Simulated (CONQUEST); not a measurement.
The system is TePb.

```xyz
4
Lattice="4.5693 0.0000 0.0000 0.0000 4.5693 0.0000 0.0000 0.0000 6.4620" Properties=species:S:1:pos:R:3 pbc="T T T"
Pb    0.0000    0.0000    0.0000
Pb    2.2847    2.2847    3.2310
Te    0.0000    0.0000    3.2310
Te    2.2847    2.2847    0.0000
```

```yaml
Program: CONQUEST 1.3
Task: single point
Functional: PBE
Potentials_or_basis: PseudoDojo NC PBE, DZ, grid cutoff 120 Ha
k_mesh: 6 × 6 × 4
Occupations: fermi-dirac, width 0.05 eV
Spin: no spin polarisation
```

On this cell: pressure 3.8 GPa; largest force zero by symmetry; band gap on the k mesh 0.84 eV.

The same run follows on a disturbed copy (atoms moved at random, drawn with an rms of 0.05 Å):

```
Pb Te
1.0
     4.56932    0.00000    0.00000
     0.00000    4.56932    0.00000
     0.00000    0.00000    6.46200
Pb Te
2 2
Direct
  0.49534 0.49206 0.50003
  0.99535 0.99206 0.00003
  0.49771 0.49911 0.00722
  0.99771 0.99911 0.50722
```

Question: What does the disturbed cell give?

Answer: The energy moves by +1.2 meV/atom; pressure 3.7 GPa; largest force 0.084 eV/Å; band gap on the k mesh 0.85 eV.

Forces in eV/Å, atoms in the order of the input:
```
Pb   0.011  0.042  0.064
Pb   0.011  0.042  0.064
Te  -0.019 -0.043 -0.069
Te  -0.019 -0.043 -0.069
```

The forces don't sum to zero, so they hold noise of the program's grid.

Caveats: the atomic basis is small; spin-orbit coupling is left out, which as a rule narrows the gap of such compounds by several tenths of an eV; the basis of atomic orbitals isn't converged, which shifts pressures, moduli and gaps; the box holds several primitive cells, so bands are folded and the points are those of the box's own zone (some runs); the real-space grid breaks the cell's symmetry a little (some runs).

A k mesh can miss the band edges.
